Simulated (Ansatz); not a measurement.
# TaC: the cost of one run

Computed with Ansatz 0.2.0 (DFT r2SCAN, scalar-relativistic, plane waves, PAW, unless a step's input says otherwise).

## (1) The starting structure

Symmetry: Fm-3m, No. 225, cubic system. Conventional cell: a = 4.454 Å, b = 4.454 Å, c = 4.454 Å, α = 90.00°, β = 90.00°, γ = 90.00°. Around Ta (site symmetry m-3m) lie 6 C at 2.23 Å. C (site symmetry m-3m) has 6 Ta at 2.23 Å as nearest neighbours.

As a file:

```xyz
2
Lattice="0.0000 2.2270 2.2270 2.2270 0.0000 2.2270 2.2270 2.2270 0.0000" Properties=species:S:1:pos:R:3 pbc="T T T"
Ta    0.0000    0.0000    0.0000
C     2.2270    2.2270    2.2270
```

The cell is taken as given, not relaxed at this level.

## (2) Zero of the scan

input.yaml

```yaml
crystal:
  lattice:
    - [0.0, 2.227, 2.227]
    - [2.227, 0.0, 2.227]
    - [2.227, 2.227, 0.0]
  atoms:
    - { symbol: Ta, position: [0.0, 0.0, 0.0] }
    - { symbol: C, position: [0.5, 0.5, 0.5] }
basis:
  ecutwfc: 500
kpoints:
  mp_grid: { grid: [18, 18, 18] }
hamiltonian:
  xc: r2scan
scf:
  occupations: { method: gaussian, width: 0.15 }
output:
  forces: true
  stress: true
  eigenvalues: true
```

Command:

```bash
ansatz run input.yaml --threads 1 --pin off --max-ram 1228MiB --backend cpu --events-out ev --progress --plain --runs-dir out
```

What time and memory should one allow on 1 thread of an x86-64 CPU, shared host?

About 6.4 s, with a peak of 0.47 GiB.
